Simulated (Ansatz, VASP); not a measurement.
**AlN: VASP beside Ansatz**

```
Al N
1.0
     3.31212    0.00000    0.00000
    -1.65606    2.86838    0.00000
     0.00000    0.00000    4.18756
Al N
2 2
Direct
  0.33333 0.66667 0.67836
  0.66667 0.33333 0.25000
  0.33333 0.66667 0.25000
  0.66667 0.33333 0.75000
```

Alike in both runs: task single point; functional PBE; k mesh 9 × 9 × 6; occupations gaussian, width 0.05 eV; no spin polarisation.

|  | VASP | Ansatz |
| --- | --- | --- |
| version | VASP 6.6.1 | Ansatz 0.2.0 |
| potentials or method | VASP PAW PBE potentials, release 64 (Al, N) | scalar-relativistic, plane waves, PAW |
| plane-wave cutoff (eV) | 520 | 420 |
| valence electrons in the cell | 16 | 16 |

VASP gave:

```
gap on the k mesh at the Fermi level (eV)       : 3.34
least direct gap on the mesh (eV)               : 3.34
pressure (GPa)                                  : 6.0
largest component of the traceless stress (GPa) : 11.94
rms of the force components (eV/Å)              : 1.343
```

Problem. Which values does Ansatz return?

Solution. gap on the k mesh at the Fermi level (eV): 3.33; least direct gap on the mesh (eV): 3.33; pressure (GPa): 6.2; largest component of the traceless stress (GPa): 11.72; rms of the force components (eV/Å): 1.339.

Atom by atom the forces differ by 0.005 eV/Å (rms over components).

Caveats: forces of over 1 eV/Å show positions far from the minimum, so gaps and moduli don't describe the material at rest.
